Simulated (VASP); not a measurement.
Wanted: the native input for a VASP 6.6.1 run.

| Property | Result |
| --- | --- |
| Task | relaxation of cell and atoms |
| Functional | r2SCAN |
| Dispersion | rVV10 |
| Potentials or basis | VASP PAW PBE potentials, release 64 (Sb) |
| Cutoff | 600 eV |
| k mesh | 12 × 12 × 10 |
| Occupations | methfessel-paxton, width 0.1 eV |
| Spin | no spin polarisation |
| Further INCAR settings | ALGO = Normal; EDIFF = 1e-06; IBRION = 2; EDIFFG = -0.01; NSW = 90; ISIF = 3 |

The structure of Sb lies in POSCAR:

```
Sb
1.0
    2.1542000000      1.2437279499      3.7580000000
   -2.1542000000      1.2437279499      3.7580000000
    0.0000000000     -2.4874558998      3.7580000000
Sb
2
Direct
    0.2334900000      0.2334900000      0.2334900000
    0.7665100000      0.7665100000      0.7665100000
```

The input as run:

INCAR

```
  PREC = Accurate
  ENCUT = 600
  EDIFF = 1E-6
  ISMEAR = 1
  SIGMA = 0.1
  LREAL = False
  LASPH = True
  NELM = 80
  ALGO = Normal
  ISIF = 3
  LWAVE = False
  LCHARG = False
  METAGGA = R2SCAN
  LMIXTAU = True
  LUSE_VDW = True
  IVDW_NL = 2
  BPARAM = 11.95
  CPARAM = 0.0093
  IBRION = 2
  NSW = 90
  EDIFFG = -0.01
```

KPOINTS

```
regular mesh
0
Gamma
  12 12 10
```

Potentials or basis: VASP PAW PBE potentials, release 64 (Sb).

The run is started by

```bash
$ cat potpaw_PBE.64/Sb/POTCAR > POTCAR
$ mpirun -np 1 vasp_std > vasp.out
```

It gave:

```yaml
Relaxed_volume: 30.74 Å³/atom
Relaxed_cell: a = 4.531 Å, b = 4.531 Å, c = 4.531 Å, α = 57.15°, β = 57.15°, γ = 57.15°
Space_group_after_relaxing_to_0.05_Å: R-3m (No. 166)
Energy_gained_by_relaxing: 2.1 meV/atom
Ionic_steps: 3
Pressure_after_relaxing: 0.0 GPa
Largest_force_after_relaxing: 0.007 eV/Å
Band_gap_on_the_k_mesh: none (metal or under the smearing width)
```

Caveat: the PAW data sets were made with another functional, which shifts forces and pressure a little.

Wall time 18 min on 1 thread of Intel(R) Xeon(R) Platinum 8559C (Emerald Rapids) (shared host), peak memory 0.58 GiB.
